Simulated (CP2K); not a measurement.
The system is TiTe2.

```
Te Ti
1.0
     3.77700    0.00000    0.00000
    -1.88850    3.27098    0.00000
     0.00000    0.00000    6.49800
Te Ti
2 1
Direct
  0.33333 0.66667 0.73720
  0.66667 0.33333 0.26280
  0.00000 0.00000 0.00000
```

Base run:

- Program: CP2K 2026.2
- Functional: PBEsol
- Potentials or basis: GTH_POTENTIALS Te GTH-PBE-q6, Ti GTH-PBE-q12; DZVP-MOLOPT-SR-GTH basis
- Density cutoff: 6123 eV
- k mesh: 8 × 8 × 4
- Occupations: fermi-dirac, width 0.05 eV
- Spin: no spin polarisation

Its results: band gap on the k mesh none (metal or under the smearing width); pressure -0.5 GPa; largest force 0.004 eV/Å.

Task: The run is repeated on the same cell with these changes: functional from PBEsol to PBE. What comes out?

Result: Band gap on the k mesh none (metal or under the smearing width); pressure 1.8 GPa; largest force 0.030 eV/Å.

PBE binds less tightly than PBEsol, so the same cell stands under more pressure.

Caveats: spin-orbit coupling is left out, which moves the levels of the heavy elements; this functional lacks dispersion, which binds the layers, so the pressure and a relaxed spacing across them are unreliable; the basis of atomic orbitals isn't converged, which shifts pressures, moduli and gaps; the potentials were made for another functional, which shifts forces and pressure (some runs).
